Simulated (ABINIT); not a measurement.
The system is Bi.

```xyz
1
Lattice="-1.9814 1.9814 1.9814 1.9814 -1.9814 1.9814 1.9814 1.9814 -1.9814" Properties=species:S:1:pos:R:3 pbc="T T T"
Bi    0.0000    0.0000    0.0000
```

This isn't the form of Bi at room conditions, which is rhombohedral.

Base run:

* Program: ABINIT 10.8.3 (patched build)
* Functional: BLYP
* Potentials or basis: JTH PAW PBE v2.0
* Cutoff: 707 eV
* k mesh: 9 × 9 × 9
* Occupations: fermi-dirac, width 0.05 eV
* Spin: no spin polarisation

Its results: band gap on the k mesh none (metal or under the smearing width); pressure 4.5 GPa.

Task: The run is repeated on the same cell with these changes: functional from BLYP to SCAN. What comes out?

Result: Band gap on the k mesh none (metal or under the smearing width); pressure -1.8 GPa.

Caveats: the PAW data sets were made with another functional, which shifts forces and pressure a little; spin-orbit coupling is left out, which moves the levels of the heavy elements.
